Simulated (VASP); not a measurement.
# Pm (Fm-3m) in VASP: a series of runs

Runs on Pm. Level: LDA. Tasks: single point.

Program: VASP 6.6.1. These are calculated values, not measurements. Logs are shortened: lines on timing, memory, paths and dates and some standing lists are left out, and cuts for length are marked.

### Step 1. Starting point

The structure is cubic, space group Fm-3m (No. 225). The conventional cell has a = 5.168 Å, b = 5.168 Å, c = 5.168 Å, α = 90.00°, β = 90.00°, γ = 90.00°. Pm (site symmetry m-3m) is surrounded by 12 Pm at 3.65 Å.

This isn't the form of Pm at room conditions, which is double hcp.

### Step 2. Single point, LDA, collinear spin, ferromagnetic start

INCAR

```
PREC     = Accurate       # precision mode
ENCUT    = 450            # plane-wave cutoff, eV
EDIFF    = 1E-6           # SCF threshold, eV
ISMEAR   = 1              # smearing method
SIGMA    = 0.2            # smearing width, eV
LREAL    = F              # projectors in reciprocal space
LASPH    = T              # aspherical terms in the spheres
NELM     = 100            # most SCF steps
ALGO     = Normal         # electronic algorithm
ISIF     = 2              # what is computed and relaxed
LWAVE    = F              # write WAVECAR
LCHARG   = F              # write CHGCAR
ISPIN    = 2              # spin polarisation
MAGMOM   = 4              # initial moments
LORBIT   = 11             # projections on sites
LMAXMIX  = 6              # l up to which the mixer works
GGA      = CA             # functional
NBANDS   = 18             # bands
ADDGRID  = F
```

KPOINTS

```
Automatic mesh
0
Gamma
  9 9 9
```

POSCAR

```
Pm
1.0
    0.0000000000      2.5841748100      2.5841748100
    2.5841748100      0.0000000000      2.5841748100
    2.5841748100      2.5841748100      0.0000000000
Pm
1
Direct
    0.0000000000      0.0000000000      0.0000000000
```

Potentials or basis: VASP PAW PBE potentials, release 64 (Pm).

Command:

```sh
> cat potpaw_PBE.64/Pm/POTCAR > POTCAR
> mpirun -np 1 vasp_std > vasp.out
```

OUTCAR:

```text
PREC = Accurate
   ENCUT = 450
   EDIFF = 1E-6
   ISMEAR = 1
   LREAL = F
   LASPH = T
   NELM = 100
   ISIF = 2
   ISPIN = 2
   LORBIT = 11
   GGA = CA

 Found     35 irreducible k-points:

 Following reciprocal coordinates:
            Coordinates               Weight
  0.000000  0.000000  0.000000      1.000000
  0.111111  0.000000  0.000000      8.000000
  0.222222  0.000000  0.000000      8.000000
  0.333333  0.000000  0.000000      8.000000
  0.444444  0.000000  0.000000      8.000000
  0.111111  0.111111  0.000000      6.000000
   k-points           NKPTS =     35   k-points in BZ     NKDIM =     35   number of bands    NBANDS=     18
   number of dos      NEDOS =    301   number of ions     NIONS =      1
   total plane-waves  NPLWV =  21952
   dimension x,y,z NGX =    28 NGY =   28 NGZ =   28
   dimension x,y,z NGXF=    56 NGYF=   56 NGZF=   56
   ions per type =               1
   NGX,Y,Z   is equivalent  to a cutoff of  12.74, 12.74, 12.74 a.u.
   NGXF,Y,Z  is equivalent  to a cutoff of  25.47, 25.47, 25.47 a.u.
 SYSTEM =  unknown system
   PREC   = accura    normal or accurate (medium, high low for compatibility)
   ISTART =      0    job   : 0-new  1-cont  2-samecut
   ICHARG =      2    charge: 1-file 2-atom 10-const
   ISPIN  =      2    spin polarized calculation?
   LNONCOLLINEAR =      F non collinear calculations
   LSORBIT =      F    spin-orbit coupling
   LASPH  =      T    aspherical Exc in radial PAW
   ENCUT  =  450.0 eV  33.07 Ry    5.75 a.u.   6.32  6.32  6.32*2*pi/ulx,y,z
   NELM   =    100;   NELMIN=  2; NELMDL= -5     # of ELM steps
   EDIFF  = 0.1E-05   stopping-criterion for ELM
[... 12 lines left out ...]
   EMIN   =  10.00;   EMAX   =-10.00  energy-range for DOS
   EFERMI =   0.00;   METHOD = LEGACY
   ISMEAR =     1;   SIGMA  =   0.20  broadening in eV -4-tet -1-fermi 0-gaus
   EFERMI_NEDOS =   21; number of points for ismear=-14 and -15
   IALGO  =     38    algorithm
   IMIX   =      4    mixing-type and parameters
     AMIX     =   0.40;   BMIX     =  1.00
     AMIX_MAG =   1.60;   BMIX_MAG =  1.00
  volume/ion in A,a.u.               =      34.51       232.91
  Fermi-wavevector in a.u.,A,eV,Ry     =   1.240052  2.343359 20.922086  1.537730
  Thomas-Fermi vector in A             =   2.374509
   LORBIT       =     11    0 simple, 1 ext, 2 COOP (PROOUT), +10 PAW based schemes
[... 5 lines left out ...]
   LRPA    =     F    only Hartree local field effects (RPA)
 spin polarized calculation
 Methfessel and Paxton  Order N= 1 SIGMA  =   0.20
  energy-cutoff  :      450.00
  volume of cell :       34.51
 maximum number of plane-waves:       759
 NGX is ok and might be reduce to    28

 number of electron      14.9999999 magnetization       5.2227779

 Free energy of the ion-electron system (eV)
  ---------------------------------------------------
  ext. energy  EPLUGINS =         0.00000000
  ---------------------------------------------------
  free energy    TOTEN  =        -7.86797276 eV

  energy without entropy =       -7.83959937  energy(sigma->0) =       -7.85851497

 E-fermi :   5.4901     XC(G=0): -10.0547

 val. band max:        5.4866705048   @ k =   0.4444   0.1111   0.0000
 cond. band min:       5.4903852970   @ k =  -0.3333   0.3333   0.0000
 fundamental gap:      0.0037147921
 Fermi energy:         5.4900827370

 spin component 1

 k-point     1 :       0.0000    0.0000    0.0000
  band No.  band energies     occupation
      1     -32.8884      1.00000
      2     -12.9145      1.00000
      3     -12.9145      1.00000
      4     -12.9145      1.00000
      5       1.3883      1.00000
      6       5.2103      1.03182
      7       5.3648      0.93149
      8       5.3648      0.93148
      9       5.3648      0.93148
     10       5.5278      0.34365
     11       5.5278      0.34364
     12       5.5278      0.34364
     13       7.2614     -0.00000
     14       7.2614     -0.00000
     15       7.2614     -0.00000
     16       9.6828      0.00000
     17       9.6828      0.00000
     18      14.8690      0.00000

 k-point     2 :       0.1111    0.0000    0.0000
  band No.  band energies     occupation
      1     -32.8752      1.00000
      2     -13.0498      1.00000
      3     -12.9307      1.00000
      4     -12.9307      1.00000
      5       1.7400      1.00000
      6       5.1847      1.02644
      7       5.3485      0.96264
      8       5.3783      0.90069
      9       5.3783      0.90068
     10       5.4721      0.57571
     11       5.4721      0.57570
     12       5.5287      0.33984
     13       7.0480     -0.00000
     14       7.4585     -0.00000
     15       7.4585     -0.00000
     16       9.5310      0.00000
     17       9.5310      0.00000
     18      15.5083      0.00000

 k-point     3 :       0.2222    0.0000    0.0000
  band No.  band energies     occupation
      1     -32.8411      1.00000
      2     -13.3761      1.00000
      3     -12.9714      1.00000
      4     -12.9714      1.00000
      5       2.6015      1.00000
      6       5.1646      1.02181
      7       5.3048      1.01569
      8       5.3609      0.93959
      9       5.3609      0.93958
     10       5.4362      0.71912
     11       5.4362      0.71911
     12       5.5315      0.32901
     13       6.7116     -0.00000
     14       7.6517     -0.00000
     15       7.6517     -0.00000
     16       9.5904      0.00000
     17       9.5904      0.00000
     18      15.1800      0.00000

 k-point     4 :       0.3333    0.0000    0.0000
  band No.  band energies     occupation
      1     -32.8019      1.00000
      2     -13.7234      1.00000
      3     -13.0170      1.00000
      4     -13.0170      1.00000
      5       3.3516      1.00000
      6       5.2347      1.03507
      7       5.2913      1.02446
      8       5.2913      1.02446
      9       5.3499      0.96022
     10       5.5055      0.43500
     11       5.5055      0.43498
     12       5.5347      0.31645
     13       6.7646     -0.00000
     14       7.3890     -0.00000
     15       7.3890     -0.00000
     16      10.4385      0.00000
     17      10.4385      0.00000
     18      14.3598      0.00000

 k-point     5 :       0.4444    0.0000    0.0000
  band No.  band energies     occupation
      1     -32.7761      1.00000
      2     -13.9384      1.00000
      3     -13.0464      1.00000
      4     -13.0464      1.00000
      5       3.5657      1.00000
      6       5.1948      1.02869
      7       5.2566      1.03491
      8       5.2566      1.03491
      9       5.5213      0.36985
     10       5.5365      0.30952
     11       5.5725      0.18196
     12       5.5725      0.18195
     13       7.1064     -0.00000
     14       7.1064     -0.00000
     15       7.3744     -0.00000
     16      11.3963      0.00000
     17      11.3963      0.00000
     18      14.2291      0.00000

 k-point     6 :       0.1111    0.1111    0.0000
  band No.  band energies     occupation
      1     -32.8706      1.00000
      2     -13.0468      1.00000
      3     -12.9598      1.00000
      4     -12.9598      1.00000
      5       1.8584      1.00000
      6       5.1686      1.02272
      7       5.3369      0.98085
      8       5.3848      0.88424
      9       5.3848      0.88424
     10       5.4730      0.57192
     11       5.4730      0.57192
     12       5.4909      0.49645
     13       6.8752     -0.00000
     14       7.6133     -0.00000
     15       7.6133     -0.00000
     16       9.0304     -0.00000
     17       9.8782      0.00000
     18      15.7737      0.00000

 [... further k-points ...]

 spin component 2

 k-point     1 :       0.0000    0.0000    0.0000
  band No.  band energies     occupation
      1     -30.9085      1.00000
      2     -11.3095      1.00000
      3     -11.3095      1.00000
      4     -11.3095      1.00000
      5       2.1764      1.00000
      6       7.6833     -0.00000
      7       8.0701     -0.00000
      8       8.0701     -0.00000
      9       8.0701     -0.00000
     10       8.1812     -0.00000
     11       8.1812     -0.00000
     12       8.1812     -0.00000
     13       8.7368     -0.00000
     14       8.7368     -0.00000
     15       8.7368     -0.00000
     16      10.6457      0.00000
     17      10.6457      0.00000
     18      15.9477      0.00000

 k-point     2 :       0.1111    0.0000    0.0000
  band No.  band energies     occupation
      1     -30.8934      1.00000
      2     -11.4623      1.00000
      3     -11.3275      1.00000
      4     -11.3275      1.00000
      5       2.5407      1.00000
      6       7.3413     -0.00000
      7       8.0183     -0.00000
      8       8.0558     -0.00000
      9       8.0558     -0.00000
     10       8.2112     -0.00000
     11       8.2112     -0.00000
     12       8.3455     -0.00000
     13       8.7381     -0.00000
     14       8.8506     -0.00000
     15       8.8506     -0.00000
     16      10.5230      0.00000
     17      10.5230      0.00000
     18      16.5468      0.00000

 k-point     3 :       0.2222    0.0000    0.0000
  band No.  band energies     occupation
      1     -30.8545      1.00000
      2     -11.8280      1.00000
      3     -11.3722      1.00000
      4     -11.3722      1.00000
      5       3.4253      1.00000
      6       6.9383     -0.00000
      7       7.9201     -0.00000
      8       8.0292     -0.00000
      9       8.0292     -0.00000
     10       8.2443     -0.00000
     11       8.2443     -0.00000
     12       8.4776     -0.00000
     13       8.7419     -0.00000
     14       8.9124     -0.00000
     15       8.9124     -0.00000
     16      10.6622      0.00000
     17      10.6622      0.00000
     18      16.0459      0.00000

 k-point     4 :       0.3333    0.0000    0.0000
  band No.  band energies     occupation
      1     -30.8096      1.00000
      2     -12.2137      1.00000
      3     -11.4222      1.00000
      4     -11.4222      1.00000
      5       4.1869      1.00000
      6       7.1213     -0.00000
      7       7.8141     -0.00000
      8       7.9864     -0.00000
      9       7.9864     -0.00000
     10       8.2583     -0.00000
     11       8.2583     -0.00000
     12       8.5780     -0.00000
     13       8.6696     -0.00000
     14       8.6696     -0.00000
     15       8.7464     -0.00000
     16      11.5259      0.00000
     17      11.5259      0.00000
     18      15.2865      0.00000

 k-point     5 :       0.4444    0.0000    0.0000
  band No.  band energies     occupation
      1     -30.7801      1.00000
      2     -12.4511      1.00000
      3     -11.4545      1.00000
      4     -11.4545      1.00000
      5       4.3986      1.00000
      6       7.5932     -0.00000
      7       7.8787     -0.00000
      8       7.9339     -0.00000
      9       7.9339     -0.00000
     10       8.2598     -0.00000
     11       8.2598     -0.00000
     12       8.4892     -0.00000
     13       8.4892     -0.00000
     14       8.7489     -0.00000
     15       8.7830     -0.00000
     16      12.4677      0.00000
     17      12.4677      0.00000
     18      15.2242      0.00000

 k-point     6 :       0.1111    0.1111    0.0000
  band No.  band energies     occupation
      1     -30.8882      1.00000
      2     -11.4590      1.00000
      3     -11.3600      1.00000
      4     -11.3600      1.00000
      5       2.6628      1.00000
      6       7.1933     -0.00000
      7       7.9561     -0.00000
      8       8.0676     -0.00000
      9       8.0677     -0.00000
     10       8.2769     -0.00000
     11       8.2769     -0.00000
     12       8.2871     -0.00000
     13       8.6685     -0.00000
     14       8.9795     -0.00000
     15       8.9795     -0.00000
     16      10.0511      0.00000
     17      10.8696      0.00000
     18      16.8124      0.00000

 [... further k-points ...]
[... 5 lines left out ...]
  --------------------------------------------------------------------------------------
  -------------------------------------------------------------------------------------
  Total       -0.7486476     -0.7486476     -0.7486476      0.0000000      0.0000000      0.0000000
  in kB      -34.7530028    -34.7530028    -34.7530028      0.0000000      0.0000000      0.0000000
  external PRESSURE =     -34.7530028 kB  Pullay stress =       0.0000000 kB

 VOLUME and BASIS-vectors are now :
 -----------------------------------------------------------------------------
  energy-cutoff  :      450.00
  volume of cell :       34.51
      direct lattice vectors                 reciprocal lattice vectors
     0.000000000  2.584174810  2.584174810    -0.193485363  0.193485363  0.193485363
     2.584174810  0.000000000  2.584174810     0.193485363 -0.193485363  0.193485363
     2.584174810  2.584174810  0.000000000     0.193485363  0.193485363 -0.193485363

 POSITION                                       TOTAL-FORCE (eV/Angst)
 -----------------------------------------------------------------------------------
      0.00000      0.00000      0.00000        -0.000000      0.000000      0.000000
 -----------------------------------------------------------------------------------
    total drift:                               -0.000000     -0.000000     -0.000000

  FREE ENERGIE OF THE ION-ELECTRON SYSTEM (eV)
  ---------------------------------------------------
  free  energy   TOTEN  =        -7.8679727641 eV

  energy  without entropy=       -7.8395993705  energy(sigma->0) =       -7.85851497

 total charge

# of ion       s       p       d       f       tot
--------------------------------------------------
    1        2.047   5.475   0.484   4.404  12.409

 magnetization (x)

# of ion       s       p       d       f       tot
--------------------------------------------------
    1       -0.000   0.030   0.190   4.390   4.610
```

It took 26 s on 1 thread of Intel Xeon 6975P-C (Granite Rapids), shared host; peak memory 0.17 GiB.

These settings aren't checked as converged: the numbers below hold their error.

What came out:

* Free energy: -7.8680 eV
* Pressure: -3.5 GPa
* Band gap on the k mesh: none (metal or under the smearing width)
* Net moment: 5.22 μB per cell
* Site moments: Pm +4.61 μB
* Valence electrons inside the program's atomic spheres: Pm 12.41

Caveat: the magnetic or orbital state may not be the lowest; the PAW data sets were made with another functional, which shifts forces and pressure a little; spin-orbit coupling is left out, which moves the levels of the heavy elements.

### Step 3. Single point, LDA, collinear spin, ferromagnetic start

This run uses another cell than the first one, of the same volume but with other edges.

INCAR is that of step 2.

KPOINTS is that of step 2.

POSCAR

```
Pm
1.0
   -0.0555010000      2.5655700000      2.5293400000
    2.5242190000     -0.0080540000      2.4818930000
    2.6229240000      2.6168280000     -0.1067590000
Pm
1
Direct
    0.0077670000      0.0042080000     -0.0216400000
```

Potentials or basis: VASP PAW PBE potentials, release 64 (Pm).

Command:

```sh
> cat potpaw_PBE.64/Pm/POTCAR > POTCAR
> mpirun -np 1 vasp_std > vasp.out
```

Run time: 3.6 min. Hardware: 1 thread of Intel Xeon 6975P-C (Granite Rapids), shared host; peak memory 0.38 GiB.

These settings aren't checked as converged: the numbers below hold their error.

What came out:

| Quantity | Value |
| --- | --- |
| Free energy | -7.8613 eV |
| Pressure | -2.9 GPa |
| Band gap on the k mesh | none (metal or under the smearing width) |
| Net moment | 5.22 μB per cell |
| Site moments | Pm +4.61 μB |
| Valence electrons inside the program's atomic spheres | Pm 12.41 |

Caveat: the magnetic or orbital state may not be the lowest; the PAW data sets were made with another functional, which shifts forces and pressure a little; spin-orbit coupling is left out, which moves the levels of the heavy elements.

(Continued in part 2 of 2.)
